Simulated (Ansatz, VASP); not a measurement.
**One calculation of ZrB2, two programs**

```
CELL_PARAMETERS angstrom
3.13270 0.00000 0.00000
-1.56635 2.71300 0.00000
0.00000 0.00000 3.48888
ATOMIC_POSITIONS crystal
Zr 0.00000 0.00000 0.00000
B 0.33333 0.66667 0.50000
B 0.66667 0.33333 0.50000
```

Alike in both runs: functional LDA; k mesh 15 × 15 × 12; occupations gaussian, width 0.1 eV; no spin polarisation.

Ansatz relaxed the structure, and its values are those at the end. VASP's run is a single point on that final structure, the one shown.

```csv
,VASP,Ansatz
version,VASP 6.6.1,Ansatz 0.2.0
potentials or method,"VASP PAW LDA potentials, release 64 (Zr_sv, B)","scalar-relativistic, plane waves, PAW"
plane-wave cutoff (eV),520,420
valence electrons in the cell,18,18
```

```csv
,VASP,Ansatz,Ansatz less VASP
gap on the k mesh at the Fermi level (eV),none,none,-
pressure (GPa),0.5,0.0,-0.51
```

A gap of «none» marks a metal or a gap that the smearing closes.
